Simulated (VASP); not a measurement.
Wanted: the native input for a VASP 6.6.1 run.

| Quantity | Value |
| --- | --- |
| Task | relaxation of cell and atoms |
| Functional | LDA |
| Potentials or basis | VASP PAW LDA potentials, release 64 (Se, Sn_d) |
| Cutoff | 600 eV |
| k mesh | 12 × 12 × 1 |
| Occupations | gaussian, width 0.03 eV |
| Spin | no spin polarisation |
| Dipole correction | no |
| Further INCAR settings | ALGO = Normal; EDIFF = 1e-07; IBRION = 2; EDIFFG = -0.005; NSW = 60; ISIF = 3 |

The structure of SnSe2 lies in POSCAR:

```
SnSe2
1.0
    3.8500000000      0.0000000000      0.0000000000
   -1.9250000000      3.3341978000      0.0000000000
    0.0000000000      0.0000000000     19.1800000000
Se Sn
2 1
Direct
    0.3333330000      0.6666670000      0.4171011500
    0.6666670000      0.3333330000      0.5828988500
    0.0000000000      0.0000000000      0.5000000000
```

The cell was built by a generator and needn't be a form met in nature.

The input as run:

INCAR

```
SYSTEM = SnSe2
PREC     = Accurate       ! precision mode
ENCUT    = 600            ! plane-wave cutoff, eV
EDIFF    = 1E-7           ! SCF threshold, eV
ISMEAR   = 0              ! smearing method
SIGMA    = 0.03           ! smearing width, eV
LREAL    = .False.        ! projectors in reciprocal space
LASPH    = .True.         ! aspherical terms in the spheres
NELM     = 120            ! most SCF steps
ALGO     = Normal         ! electronic algorithm
ISIF     = 3              ! what is computed and relaxed
LWAVE    = .False.        ! write WAVECAR
LCHARG   = .False.        ! write CHGCAR
GGA      = CA             ! functional
IBRION   = 2              ! ionic algorithm
NSW      = 60             ! ionic steps
EDIFFG   = -0.005         ! ionic threshold
LATTICE_CONSTRAINTS= .TRUE. .TRUE. .FALSE.
KPAR     = 2
```

KPOINTS

```
Automatic mesh
0
Gamma
  12 12 1
  0 0 0
```

Potentials or basis: VASP PAW LDA potentials, release 64 (Se, Sn_d).

Launch:

```sh
$ cat potpaw_LDA.64/Se/POTCAR potpaw_LDA.64/Sn_d/POTCAR > POTCAR
$ mpirun -np 2 vasp_std > vasp.out
```

Results of the run:

- Relaxed volume: 78.77 Å³/atom
- Relaxed cell: a = 3.772 Å, b = 3.772 Å, c = 19.180 Å, α = 90.00°, β = 90.00°, γ = 120.00°
- Space group after relaxing (to 0.05 Å): P-3m1 (No. 164)
- Energy gained by relaxing: 12.8 meV/atom
- Ionic steps: 7
- Band gap on the k mesh: 0.70 eV, indirect (least direct gap 1.07 eV)

Caveat: spin-orbit coupling is left out, which moves the levels of the heavy elements.

Wall time 5.9 min on 2 MPI ranks on Intel(R) Xeon(R) Platinum 8259CL CPU @ 2.50GHz (Skylake/Cascade Lake), on a shared host, peak memory 0.38 GiB a rank.
